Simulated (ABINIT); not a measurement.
Crystal: BN.

```
N B
1.0
     0.00000    1.81300    1.81300
     1.81300    0.00000    1.81300
     1.81300    1.81300    0.00000
N B
1 1
Direct
  0.25000 0.25000 0.25000
  0.00000 0.00000 0.00000
```

The cell is a database's computed one.

Base run:

| Quantity | Value |
| --- | --- |
| Program | ABINIT 10.8.3 (patched build) |
| Functional | BLYP |
| Potentials or basis | JTH PAW PBE v2.0 |
| Cutoff | 844 eV |
| k mesh | 13 × 13 × 13 |
| Occupations | fermi-dirac, width 0.05 eV |
| Spin | no spin polarisation |

Its results: band gap on the k mesh 4.93 eV, indirect (least direct gap 8.87 eV); pressure 5.8 GPa.

After a change of settings the same cell gave: band gap on the k mesh 4.34 eV, indirect (least direct gap 8.70 eV); pressure -6.2 GPa. Which change was it?
A. functional from BLYP to RPBE
B. functional from BLYP to LDA
C. functional from BLYP to revPBE
D. functional from BLYP to PBEsol

D.

PBEsol binds more tightly than BLYP, so the same cell stands under less pressure.

Caveats: the PAW data sets were made with another functional, which shifts forces and pressure a little; an odd mesh through Γ misses points on the zone boundary, where band edges often lie.
